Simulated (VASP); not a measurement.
## ZnS (Wurtzite-2H): relaxation of cell and atoms with vdW-DF2

ZnS (Wurtzite-2H):

```
Zn S
1.0
     3.81100    0.00000    0.00000
    -1.90550    3.30042    0.00000
     0.00000    0.00000    6.23400
Zn S
2 2
Direct
  0.66667 0.33333 0.50000
  0.33333 0.66667 0.00000
  0.66667 0.33333 0.88500
  0.33333 0.66667 0.38500
```

```
Program                : VASP 6.6.1
Task                   : relaxation of cell and atoms
Functional             : vdW-DF2
Potentials or basis    : VASP PAW PBE potentials, release 64 (Zn, S)
Cutoff                 : 600 eV
k mesh                 : 8 × 8 × 5
Occupations            : fermi-dirac, width 0.05 eV
Spin                   : no spin polarisation
Further INCAR settings : ALGO = Normal; EDIFF = 1e-06; IBRION = 2; EDIFFG = -0.01; NSW = 40; ISIF = 3
```

* Relaxed volume: 21.63 Å³/atom
* Relaxed cell: a = 3.931 Å, b = 3.931 Å, c = 6.464 Å, α = 90.00°, β = 90.00°, γ = 120.00°
* Space group after relaxing (to 0.05 Å): P6_3mc (No. 186)
* Energy gained by relaxing: 49.1 meV/atom
* Ionic steps: 9
* Pressure after relaxing: 0.0 GPa
* Largest force after relaxing: 0.003 eV/Å
* Band gap on the k mesh: 1.59 eV, direct

Forces in eV/Å, atoms in the order of the input:
```
Zn   0.000  0.000  0.003
Zn   0.000  0.000  0.003
S    0.000  0.000 -0.003
S    0.000  0.000 -0.003
```

The path:
| step | energy change (eV) | largest force (eV/Å) | pressure (GPa) | volume (Å³) |
| --- | --- | --- | --- | --- |
| 1 | 0.0000 | 0.3590 | 7.50 | 78.41 |
| 2 | -0.1764 | 0.0776 | -1.57 | 89.29 |
| 3 | -0.1895 | 0.1216 | -0.04 | 86.77 |
| 4 | -0.1895 | 0.1180 | -0.15 | 86.94 |
| 5 | -0.1926 | 0.0873 | -0.17 | 86.89 |
| 6 | -0.1964 | 0.0069 | -0.11 | 86.77 |
| 7 | -0.1964 | 0.0063 | -0.08 | 86.75 |
| 8 | -0.1964 | 0.0035 | -0.10 | 86.75 |
| 9 | -0.1965 | 0.0033 | 0.02 | 86.50 |

Final structure:
```xyz
4
Lattice="3.9310 0.0000 0.0000 -1.9655 3.4043 0.0000 0.0000 0.0000 6.4639" Properties=species:S:1:pos:R:3 pbc="T T T"
Zn    1.9655    1.1348    3.2675
Zn    0.0000    2.2696    0.0356
S     1.9655    1.1348    5.6849
S     0.0000    2.2696    2.4530
```

Levels at points of the mesh, in eV from the valence-band top:
| k point | band 14 | band 15 | band 16 | band 17 | band 18 | band 19 | band 20 | band 21 | band 22 |
| --- | --- | --- | --- | --- | --- | --- | --- | --- | --- |
| (0.00, 0.00, 0.00) | -0.74 | -0.74 | -0.08 | 0.00 | 0.00 | 1.59 | 2.86 | 6.39 | 6.39 |
| (0.50, 0.00, 0.00) | -3.77 | -2.79 | -1.86 | -1.40 | -0.74 | 3.68 | 3.87 | 5.17 | 6.87 |

It took 14 min on 1 thread of AMD EPYC 7R43 64-Core Processor (Zen 3) (shared host), peak memory 0.45 GiB.

Caveat: the PAW data sets were made with another functional, which shifts forces and pressure a little; the volume moved by +10 % from the deposited cell, more than functionals usually miss. Zero-point motion and thermal expansion aren't in these numbers.
